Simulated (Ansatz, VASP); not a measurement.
NaF: VASP beside Ansatz

```
Na F
1.0
     0.00000    2.32330    2.32330
     2.32330    0.00000    2.32330
     2.32330    2.32330    0.00000
Na F
1 1
Cartesian
  0.0000 0.0000 0.0000
  2.3233 2.3233 2.3233
```

Alike in both runs: task electric field gradients; functional PBE; k mesh 10 × 10 × 10; occupations fermi-dirac, width 0.02 eV; no spin polarisation.

```csv
,VASP,Ansatz
version,VASP 6.6.1,Ansatz 0.2.0
potentials or method,"VASP PAW PBE potentials, release 64 (Na_pv, F)","PAW with Ansatz's default frozen-core files, scalar-relativistic"
plane-wave cutoff (eV),520,420
valence electrons in the cell,14,16
```

Ansatz gave:

| Quantity | Value |
| --- | --- |
| gap on the k mesh at the Fermi level (eV) | 6.27 |
| pressure (GPa) | 1.7 |
| Vzz of the field gradient on the site that differs most (V/Å²) | 0.0 |

What did VASP give for the same quantities?

gap on the k mesh at the Fermi level (eV): 6.26; pressure (GPa): 1.6; Vzz of the field gradient on the site that differs most (V/Å²): 0.0.

With one functional, cell and mesh, what is left measures potentials, basis and numerics. The two sets of potentials don't hold the same shells in valence.

A k mesh can miss the band edges. Expect the measured gap to be larger: semilocal functionals such as PBE lack the derivative discontinuity.
